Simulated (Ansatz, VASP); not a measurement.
**CaO (ke600): VASP beside Ansatz**

```
Ca O
1.0
     0.00000    2.35370    2.35370
     2.35370    0.00000    2.35370
     2.35370    2.35370    0.00000
Ca O
1 1
Direct
  0.00000 0.00000 0.00000
  0.50000 0.50000 0.50000
```

Alike in both runs: functional LDA; k mesh 8 × 8 × 8; occupations gaussian, width 0.02 eV; no spin polarisation.

Ansatz relaxed the structure, and its values are those at the end. VASP's run is a single point on that final structure, the one shown.

|  | VASP | Ansatz |
| --- | --- | --- |
| version | VASP 6.6.1 | Ansatz 0.2.0 |
| potentials or method | VASP PAW LDA potentials, release 64 (Ca_sv, O) | scalar-relativistic, plane waves, PAW |
| plane-wave cutoff (eV) | 520 | 600 |
| valence electrons in the cell | 16 | 16 |

Ansatz gave:

- gap on the k mesh at the Fermi level (eV): 3.45
- least direct gap on the mesh (eV): 3.81
- pressure (GPa): 0.0

Q: What did VASP give for the same quantities?

A: gap on the k mesh at the Fermi level (eV): 3.42; least direct gap on the mesh (eV): 3.78; pressure (GPa): 1.0.

Ansatz warned: «pseudo_functional_mismatch».

A k mesh can miss the band edges.
